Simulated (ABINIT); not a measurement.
Crystal: Sb.

```
CELL_PARAMETERS angstrom
2.15420 1.24373 3.75800
-2.15420 1.24373 3.75800
0.00000 -2.48746 3.75800
ATOMIC_POSITIONS crystal
Sb 0.76651 0.76651 0.76651
Sb 0.23349 0.23349 0.23349
```

- Program: ABINIT 10.8.3 (patched build)
- Task: relaxation of cell and atoms
- Functional: PBE
- Potentials or basis: PseudoDojo NC SR PBE v0.4.1 standard
- Cutoff: 1088 eV
- k mesh: 6 × 6 × 6
- Occupations: fermi-dirac, width 0.05 eV
- Spin: no spin polarisation

At the start: pressure 2.8 GPa; volume 30.21 Å³/atom.

**Question.** Where does the relaxation end?

**Answer.** Over 14 steps the energy falls by 15.0 meV/atom and the volume is 32.16 Å³/atom (+6.5 %); space group R-3m (No. 166, to 0.05 Å).

The path:
```tsv
step	energy change (eV)	largest force (eV/Å)	pressure (GPa)	volume (Å³)
1	0.0000	0.0945	2.83	60.41
2	-0.0085	0.0389	2.27	60.94
3	-0.0250	0.1508	0.22	63.14
4	-0.0257	0.1534	0.06	63.38
5	-0.0275	0.1213	-0.24	63.98
6	-0.0287	0.0600	-0.26	64.26
7	-0.0292	0.0020	-0.10	64.24
8	-0.0293	0.0124	0.00	64.14
9	-0.0294	0.0175	0.08	64.06
10	-0.0296	0.0197	0.15	64.01
11	-0.0298	0.0156	0.16	64.05
12	-0.0299	0.0064	0.09	64.19
13	-0.0300	0.0008	0.02	64.29
14	-0.0300	0.0000	0.00	64.32
```

Final structure:
```
Sb
1.0
     2.18967    1.26421    3.87250
    -2.18967    1.26421    3.87250
     0.00000   -2.52841    3.87250
Sb
2
Direct
  0.76850 0.76850 0.76850
  0.23150 0.23150 0.23150
```
